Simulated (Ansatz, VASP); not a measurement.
**Cross-check of NaI between VASP and Ansatz**

One calculation is typed for both programs; each brings its own data sets and cutoff. How far apart do they land? The cell is taken from a series of VASP runs on this material, whose earlier steps may have relaxed, scaled or displaced it; both programs get it as it stands.

Calculated with Ansatz 0.2.0; plane waves, with VASP 6.6.1 beside it; band structure at r2SCAN-EpsX with an exact-exchange share of 0.29.

## (1) The structure

The structure is cubic, space group Fm-3m (No. 225). The conventional cell has a = 6.473 Å, b = 6.473 Å, c = 6.473 Å, α = 90.00°, β = 90.00°, γ = 90.00°. Nearest to I lie 6 Na at 3.24 Å. Na has 6 I at 3.24 Å nearest. Farther neighbours and most contacts between anions are not listed.

## (2) Ansatz: band structure, r2SCAN-EpsX with an exact-exchange share of 0.29

Ansatz runs on its default PAW (the set named soft_2) files.

Levels along a path test the potential and the projectors away from the mesh points.

input.yaml

```yaml
crystal:
  lattice:
    - [0.0, 3.2364, 3.2364]
    - [3.2364, 0.0, 3.2364]
    - [3.2364, 3.2364, 0.0]
  atoms:
    - { symbol: I, position: [0.5, 0.5, 0.5] }
    - { symbol: Na, position: [0.0, 0.0, 0.0] }
hamiltonian:
  xc: { exchange: r2scan, correlation: r2scan, exx: { coeff: 0.29 } }
  pseudopotentials: { kind: paw }
kpoints:
  mp_grid: { grid: [4, 4, 4] }
  band_path:
    path:
      - [0.0, 0.0, 0.0]
      - [0.5, 0.0, 0.5]
      - [0.5, 0.22222, 0.72222]
      - [0.40278, 0.34722, 0.75]
      - [0.125, 0.125, 0.25]
      - [0.27778, 0.27778, 0.27778]
      - [0.55556, 0.38889, 0.55556]
      - [0.58333, 0.25, 0.66667]
      - [0.5, 0.30556, 0.69444]
      - [0.48611, 0.48611, 0.52778]
      - [0.625, 0.25, 0.625]
      - [0.5, 0.0, 0.5]
    npoints: 1
scf:
  occupations: { method: gaussian, width: 0.03 }
  n_extra_bands: 7
output:
  forces: true
  stress: true
  eigenvalues: true
```

Command:

```sh
$ ansatz run input.yaml --threads 4 --pin off --max-ram 9216MiB --backend cpu --events-out ev --progress --plain --runs-dir out
```

Numbers of over 12 decimals in the logs are rounded to 6 here.

The log of the run:

```text
Warning: output.stress: scf.convergence.dr2_threshold = 1e-7 eV (the SCF's general default) is looser than the 2e-10 eV advised for a printed stress (1e-10 eV for each atom of the cell: 2). What an SCF threshold leaves in a stress goes as its square root, and in the free energy as the threshold itself, and one threshold admits the most on a small cell: [figures from the program's tests cut] Set scf.convergence.dr2_threshold to 2e-10 eV or tighter. The threshold is an SCF's pass mark: one that does not reach it within its budget of iterations ends unconverged, or closes short of it on a stop that the run arms, and scf.convergence.dr2_threshold's page says what that costs each kind of run
Warning: output.stress: scf.exx.energy_threshold = 1e-6 eV is looser than the 2e-8 eV advised for a stress under a hybrid functional (1e-8 eV for each atom of the cell: 2). Every SCF of the exchange loop can meet its threshold on dr2 while the loop round them stops early: no threshold on dr2 bounds what that leaves in the stress. Set scf.exx.energy_threshold to 2e-8 eV or tighter. The threshold is the loop's pass mark: a loop that does not reach it within its budget of cycles ends unconverged, and scf.exx.energy_threshold's page has the law
scf.n_extra_bands = 7 over 13 filled bands (N_el = 26.0): the run solves 20 bands
Engine: ansatz 0.2.0, x86_64-unknown-linux-gnu
Pseudopotentials: kind: paw
Pseudopotential: I, paw, valence charge 17, recommended cutoff 500 eV (meta_gga), I.paw.azcp
Pseudopotential: Na, paw, valence charge 9, recommended cutoff 500 eV (meta_gga), Na.paw.azcp
Functional definition: unnamed
  parameter a_1 = 0.29
  exchange = (1 - a_1)*r2scan_x + a_1*exact_x
  correlation = r2scan_c
Crystal: 2 atoms, lattice volume = 67.798 Å³
Basis set: ecut = 500 eV, 1759 PW (Γ), exchange–correlation on 144×144×144 points (64 copies of the dense FFT grid, shifted against one another)
Bands: 20, of which v1, the nominal top of the filled ones, is band 13 counted from 1 (12 counted from 0)
Symmetry: 48 space group operations
Space group: Fm-3m (ITA 225), of the structure as read, at distance tolerance 4.1e-5 Å
k-points: 8 of 64
Non-local potential: I, projectors of the file, l = 0: 2, l = 1: 2, l = 2: 2, l = 3: 2
Non-local potential: Na, projectors of the file, l = 0: 3, l = 1: 2, l = 2: 1
PAW form: soft (Blöchl's): semilocal exchange-correlation on the pseudo side does not see the compensation charge
PAW frozen core: I, regenerated for the run's functional, and the local potential with it (the file was generated under x = pbe(κ = 0.804, μ = 0.219515), c = pbe(β = 0.066725))
PAW frozen core: Na, regenerated for the run's functional, and the local potential with it (the file was generated under x = pbe(κ = 0.804, μ = 0.219515), c = pbe(β = 0.066725))
PAW one-centre angular grid: I, 590 points (default); XC on 160 Gauss nodes
PAW one-centre angular grid: Na, 302 points (default); XC on 339 of its mesh's 2595 points in the sphere
Initial density: superposition of atomic densities (neutral atoms: chi_scale 0, normalization atom), corrected by the library's trained network
Initial wavefunctions: pseudopotential atomic-orbital guess
Functional: x = r2scan, c = r2scan; τ floored in thin density (d = 2e-4 eV/Å³), warm-up for x = 0.71 r2scan + 0.29 exact, c = r2scan; τ floored in thin density (d = 2e-4 eV/Å³)
SCF iter   1: F=—  HF=-9019.597132 eV  |F-HF|=—  |Δ(HF+E_count)|=         —  Δρ=5.20e-3  dr2=9.36e-3  dr2_τ=5.78e-4  ethr=1.77e-3  ⟨swp⟩=12.2  Hψ=804  notcnv=0
preconditioner: auto → none  [insulator: Δε(μ)=4.405 eV  Ē_g=13.275 eV  σ=0.030 eV  W_gap=1.00  n_scr=14 (ndim 8)  ℏωp=12.8 eV  f_vac=0.072  D(μ)=0.00/eV (n_scr^D=0)]
iter 2 solved again at ethr=2.57e-6 eV; its pass at ethr=3.60e-5 eV (dr2=6.69e-4 eV) is discarded
SCF iter   2: F=-9019.600572 eV  HF=-9019.600377 eV  |F-HF|=1.95e-4  |Δ(HF+E_count)|=   3.25e-3  Δρ=1.18e-3  dr2=6.73e-4  dr2_τ=1.77e-4  ethr=2.57e-6  ⟨swp⟩=3.1  Hψ=731  notcnv=0  defer=1
SCF 1 stopped early in 2 iterations: F = -9019.600572 eV  dr2 = 6.73e-4
  greatest PAW one-centre occupation: 1.000 electrons in one spin orbital (limit 2), on the Na atom at site 1 (counted from 0), in its partial waves of l = 0
Initial density: handed on by an earlier stage of this run
Initial wavefunctions: those handed on with the density
Functional: x = 0.71 r2scan + 0.29 exact, c = r2scan; τ floored in thin density (d = 2e-4 eV/Å³)
Frozen-core exchange: fock
SCF iter   1: F=—  HF=-9019.545412 eV  |F-HF|=—  |Δ(HF+E_count)|=         —  Δρ=3.19e-3  dr2=4.53e-3  dr2_τ=2.75e-4  ethr=2.59e-5  ⟨swp⟩=5.1  Hψ=590  notcnv=0
preconditioner: auto → none  [insulator: Δε(μ)=6.014 eV  Ē_g=15.437 eV  σ=0.030 eV  W_gap=1.00  n_scr=14 (ndim 8)  ℏωp=12.8 eV  f_vac=0.073  D(μ)=0.00/eV (n_scr^D=0)]
SCF iter   2: F=—  HF=-9019.543886 eV  |F-HF|=—  |Δ(HF+E_count)|=   1.53e-3  Δρ=9.56e-4  dr2=5.53e-4  dr2_τ=7.03e-5  ethr=1.58e-5  ⟨swp⟩=3.0  Hψ=334  notcnv=0
SCF iter   3: F=—  HF=-9019.545300 eV  |F-HF|=—  |Δ(HF+E_count)|=   1.41e-3  Δρ=2.75e-4  dr2=4.34e-5  dr2_τ=2.72e-6  ethr=1.65e-6  ⟨swp⟩=3.5  Hψ=406  notcnv=0
SCF iter   4: F=—  HF=-9019.545316 eV  |F-HF|=—  |Δ(HF+E_count)|=   1.63e-5  Δρ=7.81e-5  dr2=4.29e-6  dr2_τ=3.18e-7  ethr=1.34e-7  ⟨swp⟩=3.0  Hψ=298  notcnv=0
SCF iter   5: F=-9019.545337 eV  HF=-9019.545337 eV  |F-HF|=3.38e-7  |Δ(HF+E_count)|=   2.06e-5  Δρ=3.88e-5  dr2=6.88e-7  dr2_τ=2.92e-8  ethr=9.12e-9  ⟨swp⟩=4.1  Hψ=411  notcnv=0
SCF 2 stopped early in 5 iterations: F = -9019.545337 eV  dr2 = 6.88e-7
hybrid outer 1: dexx = +1.524e-3 eV, tail = 1.77e-5 eV
Frozen-core exchange: fock
SCF iter   1: F=—  HF=-9019.545347 eV  |F-HF|=—  |Δ(HF+E_count)|=         —  Δρ=5.13e-5  dr2=1.43e-6  dr2_τ=4.11e-8  ethr=3.41e-7  ⟨swp⟩=4.0  Hψ=378  notcnv=0
preconditioner: auto → none  [insulator: Δε(μ)=6.023 eV  Ē_g=15.415 eV  σ=0.030 eV  W_gap=1.00  n_scr=14 (ndim 8)  ℏωp=12.8 eV  f_vac=0.080  D(μ)=0.00/eV (n_scr^D=0)]
SCF iter   2: F=—  HF=-9019.545346 eV  |F-HF|=—  |Δ(HF+E_count)|=   6.29e-7  Δρ=1.17e-5  dr2=1.13e-7  dr2_τ=7.21e-9  ethr=4.71e-9  ⟨swp⟩=3.0  Hψ=344  notcnv=0
SCF iter   3: F=—  HF=-9019.545346 eV  |F-HF|=—  |Δ(HF+E_count)|=   2.55e-7  Δρ=7.85e-6  dr2=5.26e-8  dr2_τ=1.09e-9  ethr=2.44e-10  ⟨swp⟩=3.5  Hψ=358  notcnv=0  defer=5
SCF iter   4: F=-9019.545346 eV  HF=-9019.545346 eV  |F-HF|=2.64e-10  |Δ(HF+E_count)|=   2.13e-8  Δρ=1.03e-6  dr2=5.63e-10  dr2_τ=6.32e-11  ethr=1.83e-10  ⟨swp⟩=3.0  Hψ=299  notcnv=0
SCF 3 converged in 4 iterations: F = -9019.545346 eV  dr2 = 5.63e-10
  Residual-converged pass: ⟨swp⟩=3.0  Hψ=354  notcnv=0  max |occ|·‖R‖ = 2.4e-6 eV (tolerance 2.4e-6 eV)  dr2=5.56e-10  dr2_τ=6.24e-11  dr2_onsite=1.95e-10  max |Δocc| = 0.0e0
hybrid outer 2: dexx = +3.074e-7 eV, tail = 1.14e-8 eV, Δε = 3.64e-3 eV (about 1.57e-4 eV left of the loop's levels)
NSCF: frozen V_eff on 12 k-points
hybrid SCF converged: 2 outer / 9 inner (+2 warm-up), last move |dexx| = 3.07e-7 eV, tail = 1.14e-8 eV
Stability not checked: this state was not tested for a lower state beside it, because the functional holds exact exchange (a hybrid, or Hartree-Fock), whose exchange loop this test does not read (fock_operator; see scf.lower_state_search)
Free energy (F): -9019.545346 eV
Frozen-core exchange: fock
Harris-Foulkes:  -9019.545346 eV  (|F-HF|=2.64e-10)
Internal energy: -9019.545346 eV  (E = F + TS)
E sigma→0 (E₀):  -9019.545346 eV
Fermi energy:    4.618699 eV
--- Per-component energies (eV) ---
  E_band       = -719.786011
  E_kinetic    = 310.321251
  E_local      = -3352.352428  (includes V_loc(G=0)·N_el)
  E_nonlocal   = 25.081649
  E_hartree    = 1520.541855
  E_xc         = -117.007002
  E_vxc        = -141.186814  (∫ρ·V_xc dr)
  E_exx        = -120.837682  (= α·E_x^exact, valence–valence)
  E_paw        = -5027.086789  (= ΣΔE_a)
  E_vpaw       = -368.854876  (= ΣTr[D̂ρ^β])
  E_aug_tail   = -0.000029  (compensation charges beyond the density's cutoff)
  E_vtau       = 7.796763  (kinetic-family band-sum trace: ∫τ·v_τ [+ j·A + Jᵃ·Aᵃ] dr)
  E_ewald      = -2257.850118
  E_core_change = -0.356052  (= ΣΔE_core)
  E_smearing   = -0.000000  (= −TS)
  E_closure    = -0.000002  (closes the sum)
  Σ components = -9019.545346   (vs F -9019.545346, Δ=-1.82e-12)
--- Forces (eV/Å), atoms counted from 1 ---
  atom   1  I      0.00000000    -0.00000000    -0.00000000
  atom   2  Na     0.00000000    -0.00000000    -0.00000000
  max |Σ_I F_I| component: 1.97e-29 eV/Å
--- Stress (GPa, compression-positive) ---
       -0.228090      -0.000000      -0.000000
       -0.000000      -0.228090      -0.000000
       -0.000000      -0.000000      -0.228090
  P = ⅓ Tr σ = -0.2281 GPa (-2.281 kbar)
--- Band table (eV; the first three rows and the last of 8) ---
  k-point 0: bands = [... 9 lower, -10.7674, 1.6075, 1.6075, 1.6075, 7.6297, 11.9465, 11.9465, 11.9465, ... 3 higher]
  k-point 1: bands = [... 9 lower, -10.5870, 0.2121, 1.4405, 1.4405, 8.8967, 11.5573, 12.0473, 12.0473, ... 3 higher]
  k-point 2: bands = [... 9 lower, -10.3895, -0.8197, 1.2848, 1.2848, 8.9356, 11.5050, 11.5050, 13.2614, ... 3 higher]
  k-point 7: bands = [... 9 lower, -10.2830, 0.0219, 0.0219, 0.5945, 9.9418, 11.4454, 11.4454, 12.0895, ... 3 higher]
```

The job ended after 27 s (4 threads of Intel Xeon at 2.60GHz (Ice Lake), shared host; peak memory 1.2 GiB; 90 s of CPU time).

[end of part 1 of 2]

[Lines on the potential files, build, host, timing and source positions are cut from VASP's logs without a mark.]

[Logs are printed without paths, hosts, clocks, repeated set-up lines and the standing remarks that a program may print on its own settings, such as how far it seeks lower states.]

[Hosts, paths, dates, database ids (printed as entryN), source tags and the programs' standing remarks are cut or masked in the printed files.]
